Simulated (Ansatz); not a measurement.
Here is an Ansatz 0.2.0 calculation.

input.yaml

```yaml
crystal:
  lattice:
    - [0.0, 3.05006681, 3.05006681]
    - [3.05006681, 0.0, 3.05006681]
    - [3.05006681, 3.05006681, 0.0]
  atoms:
    - { symbol: Ti, position: [0.5, 0.5, 0.5] }
    - { symbol: Te, position: [0.0, 0.0, 0.0] }
hamiltonian:
  xc: r2scan
  pseudopotentials: { kind: paw }
kpoints:
  mp_grid: { grid: [8, 8, 8] }
  band_path:
    path:
      - [[0.0, 0.0, 0.0], [0.5, 0.0, 0.5], [0.5, 0.25, 0.75], [0.375, 0.375, 0.75], [0.0, 0.0, 0.0], [0.5, 0.5, 0.5], [0.625, 0.25, 0.625], [0.5, 0.25, 0.75], [0.5, 0.5, 0.5], [0.375, 0.375, 0.75]]
      - [[0.625, 0.25, 0.625], [0.5, 0.0, 0.5]]
    npoints: 14
scf:
  occupations: { method: fermi_dirac, width: 0.05 }
  n_extra_bands: 6
output:
  forces: true
  stress: true
  eigenvalues: true
  fatbands: true
  write_density: true
  write_potential: true
  elf: true
  volumetric_format: npy
```

Potentials or basis: Ansatz PAW.

Run with:

```console
$ ansatz run input.yaml --threads 2 --pin off --max-ram 5632MiB --backend cpu --events-out ev --progress --plain --runs-dir out
```

Task: What does it give for the pressure?

Result: -11.4 GPa.

Task: Predict the band gap on the k mesh.

Result: None (metal or under the smearing width).

Levels at the corners of the path, in eV from the Fermi level:
```csv
point,band 11,band 12,band 13,band 14,band 15,band 16,band 17,band 18
Γ,-1.80,-1.80,-1.80,-0.51,-0.51,-0.51,-0.30,-0.30
X,-5.31,-3.29,-3.29,-1.32,0.06,0.47,0.47,0.64
W,-4.62,-4.62,-4.20,0.09,0.09,0.32,0.47,0.70
K,-4.97,-4.70,-3.45,-0.50,0.35,0.50,0.63,0.85
Γ,-1.80,-1.80,-1.80,-0.51,-0.51,-0.51,-0.30,-0.30
L,-6.06,-3.47,-3.47,0.25,0.25,0.41,2.37,2.45
U,-4.97,-4.70,-3.45,-0.50,0.35,0.50,0.63,0.85
W,-4.62,-4.62,-4.20,0.09,0.09,0.32,0.47,0.70
L,-6.06,-3.47,-3.47,0.25,0.25,0.41,2.37,2.45
K,-4.97,-4.70,-3.45,-0.50,0.35,0.50,0.63,0.85
U,-4.97,-4.70,-3.45,-0.50,0.35,0.50,0.63,0.85
X,-5.31,-3.29,-3.29,-1.32,0.06,0.47,0.47,0.64
```

Caveat: spin-orbit coupling is left out, which moves the levels of the heavy elements; the PAW data sets come from PBE, with cores solved anew for the run's functional, which leaves a small shift of forces and pressure.
